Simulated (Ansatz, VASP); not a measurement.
## One calculation of Na, two programs

The input INCAR:

```
ALGO = Normal
EDIFF = 1E-7
ENCUT = 520
ISIF = 2
ISMEAR = -1
LASPH = T
LCHARG = F
LREAL = F
LWAVE = F
NBANDS = 10
NELM = 80
PREC = Accurate
SIGMA = 0.05
```

Contents of KPOINTS:

```
k-points
0
Gamma
  13 13 13
```

File POSCAR:

```
Na
1.0
    0.0000000000      1.8832883448      1.8832883448
    1.8832883448      0.0000000000      1.8832883448
    1.8832883448      1.8832883448      0.0000000000
Na
1
Direct
    0.0000000000      0.0000000000      0.0000000000
```

Input for Ansatz:

```yaml
crystal:
  lattice:
    - [0.0, 1.8832883448, 1.8832883448]
    - [1.8832883448, 0.0, 1.8832883448]
    - [1.8832883448, 1.8832883448, 0.0]
  atoms:
    - { symbol: Na, position: [0.0, 0.0, 0.0] }
kpoints:
  mp_grid: { grid: [13, 13, 13] }
scf:
  occupations: { method: fermi_dirac, width: 0.05 }
hamiltonian:
  xc: lda
  pseudopotentials: { kind: all_electron, datasets: crystal }
output:
  forces: true
  stress: true
  eigenvalues: true
```

Change from the starting cell: volume scaled by 0.4, crystal datasets.

Alike in both runs: task single point; functional LDA; k mesh 13 × 13 × 13; occupations fermi-dirac, width 0.05 eV; no spin polarisation.

|  | VASP | Ansatz |
| --- | --- | --- |
| version | VASP 6.6.1 | Ansatz 0.2.0 |
| potentials or method | VASP PAW LDA potentials, release 64 (Na_pv) | all-electron PAW with datasets made for the crystal, scalar-relativistic |
| plane-wave cutoff (eV) | 520 | see its input |

VASP gave:

| Property | Result |
| --- | --- |
| pressure (GPa) | 48.0 |

Which values does Ansatz return?

Pressure (GPa): 47.8.

Ansatz ran all-electron here, so the differences hold the error of VASP's frozen core and of both bases.

Caveats: so large a pressure means that the cell lies far from this level's equilibrium, or that cutoff or potentials fall short (VASP).
